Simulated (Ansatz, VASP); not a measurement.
## Ag in VASP and in Ansatz

File INCAR:

```
  PREC = Accurate
  ENCUT = 520
  EDIFF = 1E-6
  ISMEAR = 0
  SIGMA = 0.15
  LREAL = False
  LASPH = True
  NELM = 80
  ALGO = Fast
  ISIF = 2
  LWAVE = False
  LCHARG = False
  GGA = PE
  NBANDS = 12
```

Contents of KPOINTS:

```
Automatic mesh
0
Gamma
  20 20 20
```

The input POSCAR:

```
Ag
1.0
    0.0000000000      2.0328845000      2.0431000000
    2.0431000000      0.0000000000      2.0431000000
    2.0431000000      2.0328845000      0.0000000000
Ag
1
Direct
    0.0000000000      0.0000000000      0.0000000000
```

Input for Ansatz:

```yaml
crystal:
  lattice:
    - [0.0, 2.0328845, 2.0431]
    - [2.0431, 0.0, 2.0431]
    - [2.0431, 2.0328845, 0.0]
  atoms:
    - { symbol: Ag, position: [0.0, 0.0, 0.0] }
basis:
  ecutwfc: 420
kpoints:
  mp_grid: { grid: [20, 20, 20] }
hamiltonian:
  xc: pbe
scf:
  occupations: { method: gaussian, width: 0.15 }
output:
  forces: true
  stress: true
  eigenvalues: true
  write_density: true
  write_potential: true
  elf: true
  volumetric_format: npy
```

Change from the starting cell: strain -0.0050 x Voigt [0, 1, 0, 0, 0, 0], atoms carried along.

Alike in both runs: task single point; functional PBE; k mesh 20 × 20 × 20; occupations gaussian, width 0.15 eV; no spin polarisation.

|  | VASP | Ansatz |
| --- | --- | --- |
| version | VASP 6.6.1 | Ansatz 0.2.0 |
| potentials or method | VASP PAW PBE potentials, release 64 (Ag) | scalar-relativistic, plane waves, PAW |
| plane-wave cutoff (eV) | 520 | 420 |
| valence electrons in the cell | 11 | 19 |

VASP gave:

| Property | Result |
| --- | --- |
| gap on the k mesh at the Fermi level (eV) | none |
| pressure (GPa) | 5.2 |
| largest component of the traceless stress (GPa) | 0.13 |

Problem. Which values does Ansatz return?

Solution. gap on the k mesh at the Fermi level (eV): none; pressure (GPa): 5.3; largest component of the traceless stress (GPa): 0.13.

A gap of «none» marks a metal or a gap that the smearing closes. With one functional, cell and mesh, what is left measures potentials, basis and numerics. The two sets of potentials don't hold the same shells in valence.
